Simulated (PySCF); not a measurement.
# Which functional comes closest?

Molecule: SMILES Oc1ccccc1, C6H6O.

Bonds (- single, = double, # triple, : aromatic): O1-C2 1.350 Å, C2:C3 1.399 Å, C3:C4 1.391 Å, C4:C5 1.396 Å, C5:C6 1.393 Å, C6:C7 1.394 Å, C7:C2 1.399 Å. O1 carries H8; C3 carries H9; C4 carries H10; C5 carries H11; C6 carries H12; C7 carries H13.

Geometry PBE0-D3(BJ)/def2-SVP throughout; GIAO in PySCF, gas phase, one conformer, non-relativistic; equivalent atoms averaged; basis pcSseg-1.

Reference values (estimated from measurements, as parent shift plus tabulated substituent increments; solution, not stated per compound (mostly CDCl3 or CCl4); Pretsch, Buehlmann, Badertscher, Structure Determination of Organic Compounds, 4th ed. (2009)): δ(C3/C7) = 115.7 ppm, δ(C4/C6) = 129.9 ppm, δ(C5) = 121.1 ppm, δ(H9/H13) = 6.83 ppm, δ(H10/H12) = 7.24 ppm, δ(H11) = 6.93 ppm. Computed shifts are taken against TMS, calculated as an isolated molecule at each level.

How do the functionals HF, PBE, BP86, PBE0, WP04, BHandHLYP, CAM-B3LYP, wB97X-D perform against the reference? Times are CPU seconds on shared hosts with different chips, so compare them loosely; the GGAs took longer than the global hybrids here, which isn't the general rule, and the cause wasn't traced.

Answers


| functional | kind | C3/C7 | C4/C6 | C5 | H9/H13 | H10/H12 | H11 | mean abs. error C | mean abs. error H | core-s |
| --- | --- | --- | --- | --- | --- | --- | --- | --- | --- | --- |
| HF | Hartree–Fock | 118.9 | 140.4 | 125.0 | 6.91 | 7.54 | 6.99 | 5.9 | 0.15 | 5.9 |
| PBE | GGA | 115.6 | 132.3 | 122.1 | 6.59 | 7.17 | 6.80 | 1.2 | 0.15 | 23 |
| BP86 | GGA | 115.6 | 132.3 | 122.0 | 6.58 | 7.16 | 6.79 | 1.1 | 0.16 | 22 |
| PBE0 | global hybrid | 118.1 | 135.5 | 124.5 | 6.75 | 7.33 | 6.94 | 3.8 | 0.06 | 11 |
| WP04 | global hybrid | 118.8 | 134.8 | 125.1 | 6.46 | 6.99 | 6.67 | 4.0 | 0.29 | 13 |
| BHandHLYP | global hybrid | 120.2 | 138.7 | 126.7 | 6.78 | 7.34 | 6.92 | 6.3 | 0.05 | 12 |
| CAM-B3LYP | range-separated hybrid | 121.1 | 139.6 | 127.8 | 6.74 | 7.31 | 6.90 | 7.3 | 0.06 | 17 |
| wB97X-D | range-separated hybrid | 119.0 | 137.1 | 125.5 | 6.78 | 7.36 | 6.96 | 5.0 | 0.07 | 16 |

For ¹³C the closest is BP86 (1.1 ppm, with PBE practically level) and the furthest CAM-B3LYP (7.3 ppm).

For ¹H the closest is BHandHLYP (0.05 ppm, with PBE0, CAM-B3LYP, wB97X-D practically level) and the furthest WP04 (0.29 ppm). One molecule is a small sample, and vibrational and solvent effects are absent from the calculation.
